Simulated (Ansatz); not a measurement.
Two Ansatz runs on Pt

The geometry is COD entry 9012957, unchecked; take it as a test cell. It is an old determination, and later ones may differ.

First run: DFT, PBE, all-electron PAW with datasets made for the crystal, scalar-relativistic (Ansatz 0.2.0).

Command: `ansatz run input.yaml --threads 1 --pin off --max-ram 2048MiB --backend cpu --events-out ev --progress --plain --runs-dir out` The run took about 9.3 s on 1 thread of a shared machine.

```yaml
crystal:
  lattice:
    - [0.0, 1.9579, 1.9579]
    - [1.9579, 0.0, 1.9579]
    - [1.9579, 1.9579, 0.0]
  atoms:
    - { symbol: Pt, position: [0.0, 0.0, 0.0] }
kpoints:
  mp_grid: { grid: [18, 18, 18] }
  band_path:
    path:
      - [0.0, 0.0, 0.0]
      - [0.5, 0.0, 0.5]
      - [0.625, 0.25, 0.625]
      - [0.375, 0.375, 0.75]
      - [0.0, 0.0, 0.0]
      - [0.5, 0.5, 0.5]
      - [0.5, 0.25, 0.75]
      - [0.5, 0.0, 0.5]
    npoints: 8
scf:
  occupations: { method: fermi_dirac, width: 0.03 }
hamiltonian:
  xc: pbe
  pseudopotentials: { kind: all_electron, datasets: crystal }
output:
  forces: true
  stress: true
  eigenvalues: true
  efg: { contact_densities: true }
```

Result: converged; pressure 11.38 GPa; no gap on the k mesh; 6 SCF iterations.

No spin–orbit coupling, which matters for the heavy atoms here.

The input is then changed:

```diff
@@ -24,4 +24,5 @@
   xc: pbe
   pseudopotentials: { kind: all_electron, datasets: crystal }
+  hubbard: { sites: [{ species: Pt, l: d, u_eff: 3.0 }], double_counting: fll }
 output:
   forces: true
```

Problem. What does the second run give?

Solution. It was refused before any iteration. The program says:
```
Error: 2 input errors — fix all and re-run
  2. hamiltonian.pseudopotentials.datasets: crystal with hamiltonian.hubbard without hamiltonian.hubbard.projectors: augmentation-sphere — beside datasets made for the crystal a Hubbard term projects on shells inside the augmentation spheres: set hamiltonian.hubbard.projectors: augmentation-sphere, with a U that was fitted under it, at the same cutoff radius
```
